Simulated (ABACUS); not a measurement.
The system is Na.

```
Na
1.0
    -2.14100    2.14100    2.14100
     2.14100   -2.14100    2.14100
     2.14100    2.14100   -2.14100
Na
1
Direct
  0.00000 0.00000 0.00000
```

```yaml
Program: ABACUS 3.10.1
Task: relaxation of cell and atoms
Functional: SOGGA
Potentials_or_basis: GBRV ultrasoft 1.5 PBE
Cutoff: 544 eV
Density_cutoff: 4354 eV
Basis: plane waves
k_mesh: 7 × 7 × 7
Occupations: fermi-dirac, width 0.05 eV
Spin: no spin polarisation
```

At the start: pressure -0.5 GPa; volume 39.26 Å³/atom.

Q: Where does the relaxation end?

A: Over 3 steps the energy falls by 4.9 meV/atom and the volume is 36.55 Å³/atom (-6.9 %); space group Im-3m (No. 229, to 0.05 Å).

The path:
```csv
step,energy change (eV),largest force (eV/Å),pressure (GPa),volume (Å³)
1,0.0000,0.0000,-0.48,39.26
2,-0.0020,0.0000,-0.38,38.57
3,-0.0049,0.0000,-0.09,36.55
```

Final structure:
```
Na
1.0
    -2.09065    2.09065    2.09065
     2.09065   -2.09065    2.09065
     2.09065    2.09065   -2.09065
Na
1
Direct
  0.00000 0.00000 0.00000
```

Caveat: the potentials were made for another functional, which shifts forces and pressure.
